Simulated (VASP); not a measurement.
**LiH in VASP 6.6.1, single-point calculation**

INCAR

```
IBRION = -1
ALGO = Normal
ENCUT = 520
NELM = 78
ISIF = 2
PREC = Accurate
NBANDS = 9
NSW = 0
LWAVE = .FALSE.
SIGMA = 0.02
LREAL = .FALSE.
GGA = PE
EDIFF = 1E-7
ISMEAR = -1
LASPH = .TRUE.
LCHARG = .FALSE.
```

KPOINTS

```
KPOINTS created by Atomic Simulation Environment
0
Gamma
10 10 10
0 0 0
```

POSCAR

```
Li H
 1.0000000000000000
     0.0000000000000000    2.0029948411000000    1.9929798669000001
     2.0029948411000000    0.0000000000000000    1.9929798669000001
     2.0029948411000000    2.0029948411000000    0.0000000000000000
 Li  H
   1   1
Cartesian
  0.0000000000000000  0.0000000000000000  0.0000000000000000
  2.0029948411000000  2.0029948411000000  1.9929798669000001
```

The recommended PBE PAW datasets give the neutral cell 4 valence electrons.

Command

```
mpirun -np 1 vasp_std
```

Problem. How does this run end, and what does it give?

Solution. It converged. Results: gap between bands v and c on the k mesh 2.93 eV; least direct gap on the k mesh 2.96 eV; pressure 0.0 GPa. Band v is the last that the valence electrons fill when counted band by band, and c is the next.

OSZICAR

```
N       E                     dE             d eps       ncg     rms          rms(c)
DAV:   1    -0.156012894461E+01   -0.15601E+01   -0.14301E+03  1844   0.413E+02
DAV:   2    -0.630249893367E+01   -0.47424E+01   -0.47181E+01  2635   0.555E+01
DAV:   3    -0.636909837614E+01   -0.66599E-01   -0.66559E-01  2246   0.539E+00
DAV:   4    -0.636993252185E+01   -0.83415E-03   -0.83410E-03  2538   0.355E-01
DAV:   5    -0.636993410075E+01   -0.15789E-05   -0.15789E-05  2322   0.180E-02    0.288E+00
DAV:   6    -0.618682380142E+01    0.18311E+00   -0.14841E-01  2033   0.120E+00    0.144E+00
DAV:   7    -0.612522914236E+01    0.61595E-01   -0.19238E-01  2136   0.154E+00    0.220E-01
DAV:   8    -0.612701977823E+01   -0.17906E-02   -0.43762E-03  2191   0.431E-01    0.429E-02
DAV:   9    -0.612694983816E+01    0.69940E-04   -0.15289E-04  2386   0.482E-02    0.682E-03
DAV:  10    -0.612694411282E+01    0.57253E-05   -0.63693E-06  2100   0.180E-02    0.230E-03
DAV:  11    -0.612694329126E+01    0.82156E-06   -0.18141E-07  2642   0.200E-03    0.456E-04
DAV:  12    -0.612694261174E+01    0.67952E-06   -0.67683E-09  1334   0.629E-04    0.399E-04
DAV:  13    -0.612694272033E+01   -0.10859E-06   -0.81470E-09  1149   0.427E-04    0.266E-05
DAV:  14    -0.612694274539E+01   -0.25067E-07   -0.39870E-10  1095   0.164E-04
   1 F= -.61269427E+01 E0= -.61269427E+01  d E =-.841723E-11
```

For comparison, a separate PBE run of the intended cell, on usual settings and not on those above, gives a gap of 2.93 eV on its mesh and a pressure of 0.0 GPa.
